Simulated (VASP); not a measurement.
Pd: equation of state with PBEsol

Pd:

```xyz
2
Lattice="2.7180 0.0000 0.0000 -1.3590 2.3539 0.0000 0.0000 0.0000 4.5663" Properties=species:S:1:pos:R:3 pbc="T T T"
Pd    0.0000    1.5692    1.1416
Pd    1.3590    0.7846    3.4247
```

This isn't the form of Pd at room conditions, which is fcc.

```
Program             : VASP 6.6.1
Task                : equation of state
Functional          : PBEsol
Potentials or basis : VASP PAW PBE potentials, release 64 (Pd)
Cutoff              : 520 eV
k mesh              : 10 × 10 × 6
Occupations         : fermi-dirac, width 0.05 eV
Spin                : no spin polarisation
```

The equilibrium volume is 14.62 Å³/atom and the bulk modulus at fixed shape and positions is 201 GPa. The pressure derivative of the bulk modulus is 5.5 (rough: it moves with the points fitted).

Energy against volume, from the lowest point:
| volume (Å³/atom) | energy (meV/atom) |
| --- | --- |
| 14.023 | 16.48 |
| 14.315 | 4.05 |
| 14.607 | 0.00 |
| 14.900 | 3.33 |
| 15.192 | 13.14 |

All runs of the series together: 97 s on 1 thread of Intel(R) Xeon(R) Platinum 8488C (Sapphire Rapids) (shared host).

Caveat: the cell was scaled at fixed shape and fractional positions, which overstates the stiffness of a crystal with free parameters, most of all of layers and chains; the PAW data sets were made with another functional, which shifts forces and pressure a little.
